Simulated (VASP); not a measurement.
SnO (zincblende), r²SCAN single-point calculation: VASP's output and Ansatz's

POSCAR

```
Sn O
 1.0000000000000000
     0.0000000000000000    2.7082147232636280    2.7082147232636280
     2.7082147232636280   -0.0000000000000000    2.7082147232636280
     2.7082147232636280    2.7082147232636280   -0.0000000000000000
 Sn  O
   1   1
Cartesian
 -0.0000000000000000 -0.0000000000000000 -0.0000000000000000
  1.3541073616318140  1.3541073616318140  1.3541073616318140
```

VASP ran with the recommended PBE PAW datasets (20 valence electrons in the cell).

From OUTCAR

```
k-points           NKPTS =     29   k-points in BZ     NKDIM =     29   number of bands    NBANDS=     17

   NELECT =      20.0000    total number of electrons

   dimension x,y,z NGX =    28 NGY =   28 NGZ =   28
   dimension x,y,z NGXF=    56 NGYF=   56 NGZF=   56

  energy-cutoff  :      520.00
  volume of cell :       39.73
      direct lattice vectors                 reciprocal lattice vectors
     0.000000000  2.708214723  2.708214723    -0.184623470  0.184623470  0.184623470
     2.708214723  0.000000000  2.708214723     0.184623470 -0.184623470  0.184623470
     2.708214723  2.708214723  0.000000000     0.184623470  0.184623470 -0.184623470

 k-points in reciprocal lattice and weights: KPOINTS created by Atomic Simulation Env
   0.00000000  0.00000000  0.00000000       0.002
   0.12500000  0.00000000  0.00000000       0.016
   0.25000000  0.00000000  0.00000000       0.016
   0.37500000  0.00000000  0.00000000       0.016
   0.50000000  0.00000000  0.00000000       0.008
   0.12500000  0.12500000  0.00000000       0.012
   0.25000000  0.12500000  0.00000000       0.047
   0.37500000  0.12500000  0.00000000       0.047
   ...

 E-fermi :   6.1329

 k-point     1 :       0.0000    0.0000    0.0000
  band No.  band energies     occupation
      1     -16.4457      2.00000
      2     -16.4457      2.00000
      3     -16.4457      2.00000
      4     -16.3917      2.00000
      5     -16.3917      2.00000
      6     -14.1179      2.00000
      7      -0.3799      2.00000
      8       2.1292      2.00000
      9       2.1292      2.00000
     10       2.1292      2.00000
     11      10.7634      0.00000
     12      10.7635      0.00000
     13      10.7635      0.00000
     14      15.5844      0.00000
     15      17.9862      0.00000
     16      17.9862      0.00000
     17      17.9862      0.00000

 k-point     2 :       0.1250    0.0000    0.0000
  band No.  band energies     occupation
      1     -16.4730      2.00000
      2     -16.4409      2.00000
      3     -16.4409      2.00000
      4     -16.3915      2.00000
      5     -16.3915      2.00000
      6     -14.0264      2.00000
      7      -0.7297      2.00000
      8       2.0603      2.00000
      9       2.0603      2.00000
     10       2.4671      2.00000
     11       9.9120      0.00000
     12      10.8395      0.00000
     13      10.8396      0.00000
     14      16.2702      0.00000
     15      17.4000      0.00000
     16      17.4000      0.00000
     17      17.5178      0.00000

 k-point     3 :       0.2500    0.0000    0.0000
  band No.  band energies     occupation
      1     -16.5349      2.00000
      2     -16.4326      2.00000
      3     -16.4326      2.00000
      4     -16.3875      2.00000
      5     -16.3875      2.00000
      6     -13.8019      2.00000
      7      -1.4100      2.00000
      8       1.9018      2.00000
      9       1.9018      2.00000
     10       3.0785      2.00000
     11       8.7010      0.00000
     12      10.9423      0.00000
     13      10.9424      0.00000
     14      15.5689      0.00000
     15      17.0466      0.00000
     16      17.0466      0.00000
     17      19.1689      0.00000

 k-point     4 :       0.3750    0.0000    0.0000
  band No.  band energies     occupation
      1     -16.5920      2.00000
      2     -16.4299      2.00000
      3     -16.4298      2.00000
      4     -16.3780      2.00000
      5     -16.3779      2.00000
      6     -13.5692      2.00000
      7      -1.9961      2.00000
      8       1.7530      2.00000
      9       1.7531      2.00000
     10       3.5129      2.00000
     11       8.0195      0.00000
     12      10.9341      0.00000
     13      10.9342      0.00000
     14      15.0886      0.00000
     15      17.3299      0.00000
     16      17.3299      0.00000
     17      19.4844      0.00000

 k-point     5 :       0.5000    0.0000    0.0000
  band No.  band energies     occupation
      1     -16.6145      2.00000
      2     -16.4300      2.00000
      3     -16.4299      2.00000
      4     -16.3727      2.00000
      5     -16.3727      2.00000
      6     -13.4697      2.00000
      7      -2.2266      2.00000
      8       1.6940      2.00000
      9       1.6940      2.00000
     10       3.6465      2.00000
     11       7.8420      0.00000
     12      10.9027      0.00000
     13      10.9028      0.00000
     14      14.9863      0.00000
     15      17.6134      0.00000
     16      17.6134      0.00000
     17      19.1466      0.00000

 ...

  Total        0.0787455      0.0787455      0.0787455      0.0000000      0.0000000      0.0000000
  in kB        3.1758281      3.1758281      3.1758281      0.0000000      0.0000000      0.0000000
  external PRESSURE =       3.1758281 kB  Pullay stress =       0.0000000 kB

 POSITION                                       TOTAL-FORCE (eV/Angst)
 -----------------------------------------------------------------------------------
      0.00000      0.00000      0.00000        -0.000000     -0.000000     -0.000000
      1.35411      1.35411      1.35411         0.000000      0.000000      0.000000
 -----------------------------------------------------------------------------------
    total drift:                               -0.000002     -0.000002     -0.000002

  FREE ENERGIE OF THE ION-ELECTRON SYSTEM (eV)
  ---------------------------------------------------
  free  energy   TOTEN  =       -32.1997747420 eV

  energy  without entropy=      -32.1993634500  energy(sigma->0) =      -32.19956910
```

Each program uses its own PAW datasets. VASP's cell holds 20 valence electrons and Ansatz's 20. Ansatz's stress includes a Pulay correction; VASP's doesn't.

Question: What does Ansatz give for the same cell and level of theory?

Answer: gap between bands v and c -0.19 eV (bands overlap: a metal); least direct gap 0.02 eV; pressure 0.0 GPa.

Ansatz printed

```
SCF 1 converged in 7 iterations: F = -6606.067087 eV  dr2 = 8.59e-8
  greatest PAW one-centre occupation: 0.992 electrons in one spin orbital (limit 2), on the Sn atom at site 0 (counted from 0), in its partial waves of l = 2
NSCF: frozen V_eff on 7 k-points
SCF converged after 7 iterations
Free energy (F): -6606.067087 eV
Harris-Foulkes:  -6606.067087 eV  (|F-HF|=4.52e-8)
Internal energy: -6606.066682 eV  (E = F + TS)
E sigma→0 (E₀):  -6606.066884 eV
Entropy (-TS):   -0.000405 eV (-0.203 meV/atom)
Fermi energy:    8.621142 eV
--- Per-component energies (eV) ---
  E_band       = -131.798798
  E_kinetic    = 359.759119
  E_local      = -1333.732695  (includes V_loc(G=0)·N_el)
  E_nonlocal   = 14.058035
  E_hartree    = 709.605404
  E_xc         = -448.600079
  E_vxc        = -210.638629  (∫ρ·V_xc dr)
  E_paw        = -4314.862557  (= ΣΔE_a)
  E_vpaw       = -394.021129  (= ΣTr[D̂ρ^β])
  E_aug_tail   = 0.001016  (compensation charges beyond the density's cutoff)
  E_vtau       = 13.567041  (kinetic-family band-sum trace: ∫τ·v_τ [+ j·A + Jᵃ·Aᵃ] dr)
  E_ewald      = -1592.998305
  E_core_change = 0.703379  (= ΣΔE_core)
  E_smearing   = -0.000405  (= −TS)
  E_closure    = -0.000000  (closes the sum)
  Σ components = -6606.067087   (vs F -6606.067087, Δ=0.00e0)
--- Forces (eV/Å), atoms counted from 1 ---
  atom   1  Sn    -0.00000000     0.00000000    -0.00000000
  atom   2  O      0.00000000     0.00000000    -0.00000000
  max |Σ_I F_I| component: 1.11e-16 eV/Å
--- Stress (GPa, compression-positive) ---
       -0.006422       0.000000      -0.000000
       -0.000000      -0.006422       0.000000
       -0.000000       0.000000      -0.006422
  P = ⅓ Tr σ = -0.0064 GPa (-0.064 kbar)
--- Band table (eV; the first three rows and the last of 29) ---
  k-point 0: bands = ["-14.0201", "-14.0201", "-14.0201", "-13.9748", "-13.9748", "-11.6294", "2.1105", "4.6165", "4.6165", "4.6165", "13.2628", "13.2628", "13.2628", "18.0845"]
  k-point 1: bands = ["-14.0462", "-14.0154", "-14.0154", "-13.9744", "-13.9744", "-11.5396", "1.7614", "4.5477", "4.5477", "4.9545", "12.4105", "13.3385", "13.3385", "18.7666"]
  k-point 2: bands = ["-14.1055", "-14.0082", "-14.0082", "-13.9695", "-13.9695", "-11.3184", "1.0831", "4.3896", "4.3896", "5.5669", "11.1964", "13.4407", "13.4407", "18.0617"]
  k-point 28: bands = ["-14.2235", "-13.9920", "-13.9899", "-13.9645", "-13.9512", "-10.7973", "0.6165", "3.0280", "3.0755", "8.6200", "9.9886", "11.3439", "13.2354", "16.7402"]
```
